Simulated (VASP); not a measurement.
SnO (Romarchite):

```
Sn O
1.0
     3.79860    0.00000    0.00000
     0.00000    3.79860    0.00000
     0.00000    0.00000    4.84080
Sn O
2 2
Direct
  0.50000 0.00000 0.23690
  0.00000 0.50000 0.76310
  0.00000 0.00000 0.00000
  0.50000 0.50000 0.00000
```

| Property | Result |
| --- | --- |
| Program | VASP 6.6.1 |
| Task | relaxation of cell and atoms |
| Functional | PBE |
| Dispersion | D3(BJ) |
| Potentials or basis | VASP PAW PBE potentials, release 64 (Sn_d, O) |
| Cutoff | 600 eV |
| k mesh | 8 × 8 × 6 |
| Occupations | gaussian, width 0.03 eV |
| Spin | no spin polarisation |

At the start: pressure 2.8 GPa; volume 17.46 Å³/atom.

Question: How do energy, volume and symmetry change on relaxing?

Answer: Over 15 steps the energy falls by 7.0 meV/atom and the volume is 17.39 Å³/atom (-0.4 %); space group P4/nmm (No. 129, to 0.05 Å).

Step by step:
```csv
step,energy change (eV),largest force (eV/Å),pressure (GPa),volume (Å³)
1,0.0000,0.5986,2.85,69.85
2,0.0007,0.5050,-2.93,73.04
3,-0.0222,0.0328,-0.21,71.39
4,-0.0222,0.0443,-0.09,71.36
5,-0.0234,0.0545,-0.12,71.24
6,-0.0256,0.0856,-0.12,70.88
7,-0.0239,0.1446,-0.08,70.13
8,-0.0259,0.1072,-0.12,70.66
9,-0.0269,0.0494,-0.19,70.42
10,-0.0275,0.0452,-0.41,69.97
11,-0.0279,0.0041,0.09,69.37
12,-0.0280,0.0122,-0.01,69.50
13,-0.0280,0.0142,-0.05,69.53
14,-0.0280,0.0153,-0.02,69.52
15,-0.0280,0.0041,-0.02,69.55
```

Final structure:
```cif
data_structure
_symmetry_space_group_name_H-M 'P 1'
_symmetry_Int_Tables_number 1
_cell_length_a 3.8354
_cell_length_b 3.8354
_cell_length_c 4.7280
_cell_angle_alpha 90.000
_cell_angle_beta 90.000
_cell_angle_gamma 90.000
_cell_volume 69.55
loop_
_atom_site_label
_atom_site_type_symbol
_atom_site_fract_x
_atom_site_fract_y
_atom_site_fract_z
_atom_site_occupancy
Sn1 Sn 0.50000 0.00000 0.24596 1
Sn2 Sn 0.00000 0.50000 0.75404 1
O1 O 0.00000 0.00000 0.00000 1
O2 O 0.50000 0.50000 0.00000 1
```

Caveat: pairwise dispersion overbinds metals, which lowers pressure and volume.
